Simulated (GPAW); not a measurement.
Se:

```
Se
1.0
     4.36620    0.00000    0.00000
    -2.18310    3.78124    0.00000
     0.00000    0.00000    4.95360
Se
3
Direct
  0.77460 0.77460 0.00000
  0.00000 0.22540 0.66667
  0.22540 0.00000 0.33333
```

Base run:

```yaml
Program: GPAW 26.7.0
Functional: GLLB-SC
Potentials_or_basis: the program's PAW data sets (release 1.2.1) made for this functional
Cutoff: 500 eV
Basis: pw
k_mesh: 6 × 6 × 5
Occupations: fermi-dirac, width 0.05 eV
Spin: no spin polarisation
```

Its results: band gap on the k mesh, kohn-sham part alone 1.56 eV, indirect (least direct gap 1.71 eV).

Q: The run is repeated on the same cell with these changes: functional from GLLB-SC to RPBE. What comes out?

A: Band gap on the k mesh 1.39 eV, indirect (least direct gap 1.56 eV).

Caveats: an odd mesh through Γ misses points on the zone boundary, where band edges often lie; a model potential gives levels but no total energy (some runs).
